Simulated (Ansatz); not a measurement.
## Relaxation path: ZnSe (rocksalt type)

DFT, LDA, PAW with Ansatz's default frozen-core files, scalar-relativistic (Ansatz 0.2.0); a Γ-centred 13×13×13 k mesh, Fermi–Dirac smearing of 0.1 eV, no spin polarisation. The run relaxes cell and atoms at a target pressure of 0 GPa.

Command: `ansatz run input.yaml --threads 1 --pin off --max-ram 2048MiB --backend cpu --events-out ev --progress --plain --runs-dir out` It took 11 s on 1 thread of AMD EPYC 7R43 64-Core Processor (Zen 3), with other jobs on the host, peak memory 0.4 GiB.

PAW: frozen-core files, cutoff 420 eV; forces are relaxed below 0.005 eV/Å.

Each step lists its free energy a cell above the last geometry, the pressure, the cell vectors (Å), and Cartesian positions (Å) with forces (eV/Å).

The first step:

```
step 1  dF = 194.22 meV  P = 16.14 GPa
  cell 0.0000 2.4940 2.4940  2.4940 0.0000 2.4940  2.4940 2.4940 0.0000
  Zn 0.0000 0.0000 0.0000   0.0000 0.0000 0.0000
  Se 2.4940 2.4940 2.4940   0.0000 0.0000 0.0000
```

The PAW files were made under PBE.

Task: Where does the relaxation end, and by which steps?

Result: After 4 geometries, with conventional a, b, c = 5.213, 5.213, 5.213 Å, at 17.712 Å³/atom (+14.18 % against the start) in space group Fm-3m, with a shortest distance of 2.607 Å. The further steps:
```
step 2  dF = 5.88 meV  P = 2.36 GPa
  cell 0.0000 2.5854 2.5854  2.5854 0.0000 2.5854  2.5854 2.5854 0.0000
  Zn 0.0000 0.0000 0.0000   0.0000 0.0000 0.0000
  Se 2.5854 2.5854 2.5854   0.0000 0.0000 0.0000
step 3  dF = 0.19 meV  P = 0.47 GPa
  cell 0.0000 2.6024 2.6024  2.6024 0.0000 2.6024  2.6024 2.6024 0.0000
  Zn 0.0000 0.0000 0.0000   0.0000 0.0000 0.0000
  Se 2.6024 2.6024 2.6024   0.0000 0.0000 0.0000
step 4  dF = 0.00 meV  P = 0.02 GPa
  cell 0.0000 2.6067 2.6067  2.6067 0.0000 2.6067  2.6067 2.6067 0.0000
  Zn 0.0000 0.0000 0.0000   0.0000 0.0000 0.0000
  Se 2.6067 2.6067 2.6067   0.0000 0.0000 0.0000
step 5  dF = -2.22 meV  P = 0.04 GPa  (same geometry on a basis chosen anew; earlier energies don't compare to the last digit)
  cell 0.0000 2.6067 2.6067  2.6067 0.0000 2.6067  2.6067 2.6067 0.0000
  Zn 0.0000 0.0000 0.0000   0.0000 0.0000 0.0000
  Se 2.6067 2.6067 2.6067   0.0000 0.0000 0.0000
```
